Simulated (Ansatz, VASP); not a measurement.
# Nb (Nb wire along [100], 24 atoms a period) in two plane-wave programs

Wanted: the spread between two codes on one cell, functional and k mesh. The structure shown is the start of the Ansatz relaxation below; VASP solves that cell, so the two are compared at the walk's first step.

Main program and level: Ansatz 0.2.0; plane waves, with VASP 6.6.1 beside it; single point at PBE.

### 1. Starting point

The cell holds 24 atoms: 24 Nb. Its edges and angles: a = 16.730 Å, b = 16.730 Å, c = 3.310 Å, α = 90.0°, β = 90.0°, γ = 90.0°. Vacuum lies along a and b. The structure's axis is c.

### 2. Ansatz: relaxation, PBE

Ansatz runs on its PAW soft_1 files.

The two programs are compared at the cell with which this relaxation starts, whose forces are those of its first step.

The input, input.yaml:

```yaml
crystal:
  lattice:
    - [16.73, 0.0, 0.0]
    - [0.0, 16.73, 0.0]
    - [0.0, 0.0, 3.31]
  atoms:
    - { symbol: Nb, position: [0.203227735, 0.302151823, 0.0] }
    - { symbol: Nb, position: [0.203227735, 0.5, 0.0] }
    - { symbol: Nb, position: [0.203227735, 0.697848177, 0.0] }
    - { symbol: Nb, position: [0.401075912, 0.302151823, 0.0] }
    - { symbol: Nb, position: [0.401075912, 0.5, 0.0] }
    - { symbol: Nb, position: [0.401075912, 0.697848177, 0.0] }
    - { symbol: Nb, position: [0.598924088, 0.302151823, 0.0] }
    - { symbol: Nb, position: [0.598924088, 0.5, 0.0] }
    - { symbol: Nb, position: [0.598924088, 0.697848177, 0.0] }
    - { symbol: Nb, position: [0.796772265, 0.302151823, 0.0] }
    - { symbol: Nb, position: [0.796772265, 0.5, 0.0] }
    - { symbol: Nb, position: [0.796772265, 0.697848177, 0.0] }
    - { symbol: Nb, position: [0.302151823, 0.203227735, 0.5] }
    - { symbol: Nb, position: [0.302151823, 0.401075912, 0.5] }
    - { symbol: Nb, position: [0.302151823, 0.598924088, 0.5] }
    - { symbol: Nb, position: [0.302151823, 0.796772265, 0.5] }
    - { symbol: Nb, position: [0.5, 0.203227735, 0.5] }
    - { symbol: Nb, position: [0.5, 0.401075912, 0.5] }
    - { symbol: Nb, position: [0.5, 0.598924088, 0.5] }
    - { symbol: Nb, position: [0.5, 0.796772265, 0.5] }
    - { symbol: Nb, position: [0.697848177, 0.203227735, 0.5] }
    - { symbol: Nb, position: [0.697848177, 0.401075912, 0.5] }
    - { symbol: Nb, position: [0.697848177, 0.598924088, 0.5] }
    - { symbol: Nb, position: [0.697848177, 0.796772265, 0.5] }
kpoints:
  mp_grid: { grid: [1, 1, 25] }
scf:
  occupations: { method: fermi_dirac, width: 0.05 }
hamiltonian:
  xc: pbe
  pseudopotentials: { kind: paw, azcp: { folder: soft_1 } }
relax:
  cell: { fix: [a, b, alpha, beta, gamma] }
  max_steps: 45
  f_tol: 0.03
```

Launch:

```sh
$ ansatz run input.yaml --threads 4 --pin off --max-ram 16384MiB --backend cpu --events-out ev --progress --plain --runs-dir out
```

Numbers of over 12 decimals in the logs are rounded to 6 here.

The program printed:

```text
Engine: ansatz 0.2.0, x86_64-unknown-linux-gnu
Pseudopotentials: kind: paw
Pseudopotential: Nb, paw, valence charge 13, recommended cutoff 420 eV (normal), soft_1/Nb.paw.azcp
Functional definition: PBE
  parameter kappa = 0.804
  parameter beta = 0.066725
  exchange = pbe_x(kappa = kappa, mu = beta*pi^2/3)
  correlation = pbe_c(beta = beta)
Crystal: 24 atoms, lattice volume = 926.445 Å³
Basis set: ecut = 420 eV, 18171 PW (Γ), exchange–correlation on 240×240×48 points (8 copies of the dense FFT grid, shifted against one another)
Bands: 188, of which v1, the nominal top of the filled ones, is band 156 counted from 1 (155 counted from 0)
Symmetry: 16 space group operations
Space group: P42/mmc (ITA 131), of the structure as read, at distance tolerance 9.7e-5 Å
k-points: 13 of 25
Non-local potential: Nb, projectors of the file, l = 0: 3, l = 1: 2, l = 2: 2, l = 3: 1
PAW form: soft (Blöchl's): semilocal exchange-correlation on the pseudo side does not see the compensation charge
PAW one-centre angular grid: Nb, 590 points (default); XC on 64 Gauss nodes
Initial density: superposition of atomic densities (neutral atoms: chi_scale 0, normalization atom)
Initial wavefunctions: pseudopotential atomic-orbital guess
Functional: x = pbe(κ = 0.804, μ = 0.219515), c = pbe(β = 0.066725)
SCF iter   1: F=—  HF=-109268.267997 eV  |F-HF|=—  |Δ(HF+E_count)|=         —  Δρ=7.13e-2  dr2=4.72e2  ethr=3.10e-3  ⟨swp⟩=9.3  Hψ=10619  notcnv=0  defer=24
preconditioner: auto → LDOS  [metal: Δε(μ)=0.004 eV  Ē_g=3.748 eV  σ=0.050 eV  W_gap=0.02  n_scr=186 (ndim 8)  ℏωp=13.4 eV  f_vac=0.370  D(μ)=16.17/eV (n_scr^D=68)  β→1.0]
SCF iter   2: F=—  HF=-109311.708326 eV  |F-HF|=—  |Δ(HF+E_count)|=    4.34e1  Δρ=1.24e-1  dr2=3.25e3  ethr=3.10e-3  ⟨swp⟩=11.0  Hψ=15039  notcnv=0  defer=85  recentre
SCF iter   3: F=—  HF=-109243.657071 eV  |F-HF|=—  |Δ(HF+E_count)|=    6.81e1  Δρ=4.22e-2  dr2=2.14e2  ethr=3.10e-3  ⟨swp⟩=7.7  Hψ=11474  notcnv=0  defer=32
SCF iter   4: F=—  HF=-109233.228460 eV  |F-HF|=—  |Δ(HF+E_count)|=    1.04e1  Δρ=6.46e-3  dr2=2.74e0  ethr=3.10e-3  ⟨swp⟩=5.3  Hψ=5248  notcnv=0  defer=66
SCF iter   5: F=—  HF=-109233.138334 eV  |F-HF|=—  |Δ(HF+E_count)|=   9.01e-2  Δρ=2.61e-3  dr2=5.00e-1  ethr=8.79e-4  ⟨swp⟩=6.4  Hψ=4390  notcnv=0  defer=46
SCF iter   6: F=—  HF=-109233.136935 eV  |F-HF|=—  |Δ(HF+E_count)|=   1.40e-3  Δρ=1.08e-3  dr2=7.81e-2  ethr=1.60e-4  ⟨swp⟩=3.5  Hψ=3807  notcnv=0  defer=49
SCF iter   7: F=—  HF=-109233.133646 eV  |F-HF|=—  |Δ(HF+E_count)|=   3.29e-3  Δρ=3.08e-4  dr2=1.65e-3  ethr=2.50e-5  ⟨swp⟩=2.5  Hψ=3314  notcnv=0  defer=42
SCF iter   8: F=—  HF=-109233.133974 eV  |F-HF|=—  |Δ(HF+E_count)|=   3.28e-4  Δρ=1.31e-4  dr2=7.73e-4  ethr=5.29e-7  ⟨swp⟩=3.2  Hψ=4614  notcnv=0  defer=42
SCF iter   9: F=—  HF=-109233.134005 eV  |F-HF|=—  |Δ(HF+E_count)|=   3.09e-5  Δρ=4.56e-5  dr2=1.90e-4  ethr=2.48e-7  ⟨swp⟩=2.0  Hψ=3181  notcnv=0  defer=42
SCF iter  10: F=—  HF=-109233.134020 eV  |F-HF|=—  |Δ(HF+E_count)|=   1.54e-5  Δρ=1.69e-5  dr2=1.22e-5  ethr=6.10e-8  ⟨swp⟩=2.0  Hψ=2782  notcnv=0  defer=42
SCF iter  11: F=—  HF=-109233.133960 eV  |F-HF|=—  |Δ(HF+E_count)|=   6.05e-5  Δρ=6.83e-6  dr2=1.60e-6  ethr=3.92e-9  ⟨swp⟩=2.4  Hψ=3328  notcnv=0  defer=42
SCF iter  12: F=—  HF=-109233.133960 eV  |F-HF|=—  |Δ(HF+E_count)|=   7.98e-8  Δρ=2.07e-6  dr2=1.24e-7  ethr=5.13e-10  ⟨swp⟩=2.5  Hψ=3274  notcnv=0  defer=42
SCF iter  13: F=-109233.133960 eV  HF=-109233.133960 eV  |F-HF|=1.99e-9  |Δ(HF+E_count)|=   3.35e-8  Δρ=7.23e-7  dr2=9.67e-9  ethr=3.21e-11  ⟨swp⟩=5.6  Hψ=7369  notcnv=0
SCF 1 converged in 13 iterations: F = -109233.133960 eV  dr2 = 9.67e-9
  greatest PAW one-centre occupation: 0.998 electrons in one spin orbital (limit 2), on the Nb atom at site 22 (counted from 0), in its partial waves of l = 0
relax step   1: F+E_penalty+E_count = -109233.13395988 eV  Δ(F+E_penalty+E_count) = +0.000e0 eV  max|allowed force component| = 1.776e0 eV/Å  Δτ_max = 0.0000 Å  P = -5.521 GPa  Ω = 926.445 Å³  fix = [a, b, alpha, beta, gamma]  reactions: a -4.836, b -4.836 GPa  (13 SCF iters, dr2 threshold 1.00e-7 eV, accepted)
[...]
relax step   8: F+E_penalty+E_count = -109235.29950672 eV  Δ(F+E_penalty+E_count) = -3.588e-3 eV  max|allowed force component| = 3.237e-2 eV/Å  Δτ_max = 0.0151 Å  P = -0.094 GPa  Ω = 905.126 Å³  energy of the carried Pulay correction = +1.326e-3 eV  fix = [a, b, alpha, beta, gamma]  reactions: a -0.090, b -0.090 GPa  (6 SCF iters, dr2 threshold 8.98e-7 eV, accepted)
[...]
relax step   9: F+E_penalty+E_count = -109235.30053491 eV  Δ(F+E_penalty+E_count) = -1.028e-3 eV  max|allowed force component| = 3.289e-3 eV/Å  Δτ_max = 0.0048 Å  P = -0.067 GPa  Ω = 903.876 Å³  energy of the carried Pulay correction = +1.404e-3 eV  fix = [a, b, alpha, beta, gamma]  reactions: a -0.101, b -0.101 GPa  (7 SCF iters, dr2 threshold 6.55e-8 eV, accepted)
[...]
relax step  10: F+E_penalty+E_count = -109235.29915049 eV  Δ(F+E_penalty+E_count) = +1.384e-3 eV  max|allowed force component| = 3.385e-3 eV/Å  Δτ_max = 0.0000 Å  P = -0.066 GPa  Ω = 903.876 Å³  fix = [a, b, alpha, beta, gamma]  reactions: a -0.100, b -0.100 GPa  stress off target by 2.28e-3 GPa on what of the cell is left free  SCF on the basis re-selected at this cell (its energy is not comparable with the rows above)  (5 SCF iters)
basis re-selected at this cell: Δ(F+E_penalty+E_count) = +1.384e-3 eV, ΔP = +0.001 GPa vs the last step (what re-selecting the basis moved, of the pressure what is left beyond the Pulay correction that the steps carried, after the strain that the cell walked since its last selection, with what the two solves' SCF thresholds leave and, on support functions, any second-order correction that the steps lacked; it is no m [...]
SCF converged after 5 iterations
Free energy (F): -109235.299150 eV
Harris-Foulkes:  -109235.299150 eV  (|F-HF|=1.89e-10)
Internal energy: -109235.042848 eV  (E = F + TS)
E sigma→0 (E₀):  -109235.170999 eV
Entropy (-TS):   -0.256302 eV (-10.679 meV/atom)
Fermi energy:    7.007223 eV
--- Per-component energies (eV) ---
  E_band       = -5037.964582
  E_kinetic    = 8947.148328
  E_local      = -125240.557241  (includes V_loc(G=0)·N_el)
  E_nonlocal   = 2304.348570
  E_hartree    = 58289.820921
  E_xc         = -3959.718416
  E_vxc        = -4791.296365  (∫ρ·V_xc dr)
  E_paw        = -73980.274124  (= ΣΔE_a)
  E_vpaw       = -2837.249333  (= ΣTr[D̂ρ^β])
  E_aug_tail   = 0.001031  (compensation charges beyond the density's cutoff)
  E_ewald      = 24404.188083
  E_smearing   = -0.256302  (= −TS)
  E_closure    = 0.000000  (closes the sum)
  Σ components = -109235.299150   (vs F -109235.299150, Δ=0.00e0)
--- Forces (eV/Å), atoms counted from 1 ---
  atom   1  Nb    -0.00338470     0.00061641     0.00000000
  atom   2  Nb     0.00004723     0.00000000     0.00000000
  atom   3  Nb    -0.00338470    -0.00061641     0.00000000
  atom   4  Nb     0.00013718     0.00235016     0.00000000
  atom   5  Nb    -0.00028209     0.00000000     0.00000000
  atom   6  Nb     0.00013718    -0.00235016     0.00000000
  atom   7  Nb    -0.00013718     0.00235016     0.00000000
  atom   8  Nb     0.00028209     0.00000000     0.00000000
  atom   9  Nb    -0.00013718    -0.00235016     0.00000000
  atom  10  Nb     0.00338470     0.00061641     0.00000000
  atom  11  Nb    -0.00004723     0.00000000     0.00000000
  atom  12  Nb     0.00338470    -0.00061641     0.00000000
  atom  13  Nb     0.00061641    -0.00338470     0.00000000
  atom  14  Nb     0.00235016     0.00013718     0.00000000
  atom  15  Nb     0.00235016    -0.00013718     0.00000000
  atom  16  Nb     0.00061641     0.00338470     0.00000000
  atom  17  Nb     0.00000000     0.00004723     0.00000000
  atom  18  Nb     0.00000000    -0.00028209     0.00000000
  atom  19  Nb     0.00000000     0.00028209     0.00000000
  atom  20  Nb     0.00000000    -0.00004723     0.00000000
  atom  21  Nb    -0.00061641    -0.00338470     0.00000000
  atom  22  Nb    -0.00235016     0.00013718     0.00000000
  atom  23  Nb    -0.00235016    -0.00013718     0.00000000
  atom  24  Nb    -0.00061641     0.00338470     0.00000000
  max |Σ_I F_I| component: 6.51e-19 eV/Å
--- Stress (GPa, compression-positive) ---
       -0.100062       0.000000       0.000000
        0.000000      -0.100062       0.000000
        0.000000       0.000000       0.002282
  P = ⅓ Tr σ = -0.0659 GPa (-0.659 kbar)
--- Relaxed structure (9 steps of the walk, 9 accepted, 1 SCFs on fresh bases) ---
  F+E_penalty+E_count = -109235.29915049 eV   max|allowed force component| = 3.385e-3 eV/Å   (the final SCF, on the basis selected at the relaxed cell)
  cell:  # Å, volume = 903.8756 Å³
    - [16.73, 0.0, 0.0]
    - [0.0, 16.73, 0.0]
    - [0.0, 0.0, 3.229362]
  atoms:
    - { symbol: Nb, position: [0.211744, 0.297896, 0.0] }
    - { symbol: Nb, position: [0.211890, 0.5, 0.0] }
    - { symbol: Nb, position: [0.211744, 0.702104, 0.0] }
    - { symbol: Nb, position: [0.400735, 0.301539, 0.0] }
    - { symbol: Nb, position: [0.399493, 0.5, 0.0] }
    - { symbol: Nb, position: [0.400735, 0.698461, 0.0] }
    - { symbol: Nb, position: [0.599265, 0.301539, 0.0] }
    - { symbol: Nb, position: [0.600507, 0.5, 0.0] }
    - { symbol: Nb, position: [0.599265, 0.698461, 0.0] }
    - { symbol: Nb, position: [0.788256, 0.297896, 0.0] }
    - { symbol: Nb, position: [0.788110, 0.5, 0.0] }
    - { symbol: Nb, position: [0.788256, 0.702104, 0.0] }
    - { symbol: Nb, position: [0.297896, 0.211744, 0.5] }
    - { symbol: Nb, position: [0.301539, 0.400735, 0.5] }
    - { symbol: Nb, position: [0.301539, 0.599265, 0.5] }
    - { symbol: Nb, position: [0.297896, 0.788256, 0.5] }
    - { symbol: Nb, position: [0.5, 0.211890, 0.5] }
    - { symbol: Nb, position: [0.5, 0.399493, 0.5] }
    - { symbol: Nb, position: [0.5, 0.600507, 0.5] }
    - { symbol: Nb, position: [0.5, 0.788110, 0.5] }
    - { symbol: Nb, position: [0.702104, 0.211744, 0.5] }
    - { symbol: Nb, position: [0.698461, 0.400735, 0.5] }
    - { symbol: Nb, position: [0.698461, 0.599265, 0.5] }
    - { symbol: Nb, position: [0.702104, 0.788256, 0.5] }
```

[end of part 1 of 2]

[Lines on the potential files, build, host, timing and source positions are cut from VASP's logs without a mark.]

[Logs are printed without paths, hosts, clocks, repeated set-up lines and the standing remarks that a program may print on its own settings, such as how far it seeks lower states.]

[Hosts, paths, dates, database ids (printed as entryN), source tags and the programs' standing remarks are cut or masked in the printed files.]
